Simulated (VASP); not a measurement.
## TiC3: relaxation of cell and atoms with PBE

TiC3:

```
Ti C
1.0
    -1.78270    1.78270    3.53994
     1.78270   -1.78270    3.53994
     1.78270    1.78270   -3.53994
Ti C
1 3
Direct
  0.00000 0.00000 0.00000
  0.50000 0.50000 0.00000
  0.69100 0.69100 0.00000
  0.30900 0.30900 0.00000
```

The cell was built by a generator and needn't be a form met in nature.

```json
{
  "Program": "VASP 6.6.1",
  "Task": "relaxation of cell and atoms",
  "Functional": "PBE",
  "Potentials or basis": "VASP PAW PBE potentials, release 64 (Ti_sv, C)",
  "Cutoff": "520 eV",
  "k mesh": "8 × 8 × 8",
  "Occupations": "gaussian, width 0.15 eV",
  "Spin": "no spin polarisation",
  "Further INCAR settings": "PREC = Normal; ALGO = Fast; EDIFF = 0.0001; IBRION = 2; EDIFFG = -0.08; NSW = 24; ISIF = 3"
}
```

```json
{
  "Relaxed volume": "9.26 Å³/atom",
  "Relaxed cell": "a = 4.172 Å, b = 4.172 Å, c = 4.172 Å, α = 133.92°, β = 133.92°, γ = 67.21°",
  "Space group after relaxing (to 0.05 Å)": "I4/mmm (No. 139)",
  "Energy gained by relaxing": "109.1 meV/atom",
  "Ionic steps": "11",
  "Pressure after relaxing": "0.7 GPa",
  "Largest force after relaxing": "0.011 eV/Å",
  "Band gap on the k mesh": "none (metal or under the smearing width)"
}
```

Forces on the atoms (eV/Å):
```
Ti   0.000  0.000  0.000
C    0.000  0.000  0.000
C    0.000  0.000  0.011
C    0.000  0.000 -0.011
```

Stress tensor (GPa, compression positive):
```
0.79 0.00 0.00
0.00 0.79 0.00
0.00 0.00 0.38
```

Step by step:
| step | energy change (eV) | largest force (eV/Å) | pressure (GPa) | volume (Å³) |
| --- | --- | --- | --- | --- |
| 1 | 0.0000 | 0.1438 | -15.62 | 45.00 |
| 2 | 0.0098 | 3.3550 | 17.74 | 38.22 |
| 3 | -0.1942 | 1.6381 | -1.58 | 41.47 |
| 4 | -0.3718 | 0.8322 | -0.98 | 38.17 |
| 5 | -0.3707 | 1.0140 | 0.28 | 37.86 |
| 6 | -0.4234 | 0.7134 | -0.18 | 37.11 |
| 7 | -0.4250 | 0.5849 | -0.07 | 36.67 |
| 8 | -0.4269 | 0.6430 | -0.36 | 36.86 |
| 9 | -0.4284 | 0.4836 | 3.73 | 36.74 |
| 10 | -0.4343 | 0.0776 | 1.71 | 36.80 |
| 11 | -0.4362 | 0.0110 | 0.65 | 37.05 |

Final structure:
```xyz
4
Lattice="-1.6326 1.6326 3.4748 1.6326 -1.6326 3.4748 1.6326 1.6326 -3.4748" Properties=species:S:1:pos:R:3 pbc="T T T"
Ti    0.0000    0.0000    0.0000
C     0.0000    0.0000    3.4748
C     0.0000    0.0000    4.8205
C     1.6326    1.6326   -1.3457
```

Levels at points of the mesh, in eV from the Fermi level:
```tsv
k point	band 10	band 11	band 12	band 13	band 14	band 15
(0.00, 0.00, 0.00)	-3.75	-3.75	-1.92	-1.59	0.49	1.52
(0.50, 0.00, 0.00)	-5.26	-0.64	0.08	0.15	0.19	1.19
(0.50, 0.50, 0.00)	-5.91	-4.18	-0.83	1.17	1.41	1.66
(0.50, 0.50, 0.50)	-4.24	-1.97	0.58	0.59	0.59	0.76
```

Run time: 89 s on 1 thread of Intel(R) Xeon(R) 6975P-C (Granite Rapids), on a shared host, peak memory 0.17 GiB.

Caveat: the volume moved by over 15 % at a fixed basis, so the end points are rough; the relaxation stopped at a loose force limit of 0.08 eV/Å, so its end isn't a converged minimum.
